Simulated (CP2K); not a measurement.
# PbSe (Clausthalite) under changes of volume

One of the cells (28.671 Å³/atom); the others are scaled copies at fixed shape and fractional positions:

```
CELL_PARAMETERS angstrom
4.32841 0.00000 0.00000
2.16421 3.74852 0.00000
2.16421 1.24951 3.53413
ATOMIC_POSITIONS crystal
Pb 0.00000 0.00000 0.00000
Se 0.50000 0.50000 0.50000
```

- Program: CP2K 2026.2
- Functional: r2SCAN
- Potentials or basis: POTENTIAL_UZH Pb GTH-SCAN-q4, Se GTH-SCAN-q6; TZVP-MOLOPT-SCAN-GTH basis
- Density cutoff: 9184 eV
- k mesh: 8 × 8 × 8
- Occupations: fermi-dirac, width 0.05 eV
- Spin: no spin polarisation

```csv
volume (Å³/atom),energy over the lowest point (meV/atom),pressure (GPa),gap on the mesh (eV)
26.951,19.32,3.7,0.13
27.524,8.43,2.4,0.22
28.097,2.14,1.1,0.29
28.671,0.00,0.1,0.36
29.244,1.59,-0.9,0.43
29.818,6.51,-1.8,0.49
30.391,?,?,?
```

**Question.** What does the run at 30.391 Å³/atom give?

**Answer.** Energy over the lowest point 14.45 meV/atom; pressure -2.6 GPa; gap on the mesh 0.54 eV.

Worked out: A Birch-Murnaghan fit of order 3 (a polynomial in V^(-2/3)) to the other rows has its minimum at 28.70 Å³/atom with B0 = V·E''(V) = 52 GPa and B' = 4.4. It gives 14.43 meV/atom at 30.391 Å³/atom, against the run's 14.45, and -dE/dV = -2.6 GPa, against -2.6. A straight line through the other rows of the gap, of slope 3.54 eV per unit of ln V (its deformation potential), extrapolates to 0.56 eV, against the run's 0.54.

Energies are extrapolated to zero smearing.

Caveats: spin-orbit coupling is left out, which as a rule narrows the gap of such compounds by several tenths of an eV; the basis of atomic orbitals isn't converged, which shifts pressures, moduli and gaps.

A mesh can miss the band edges.
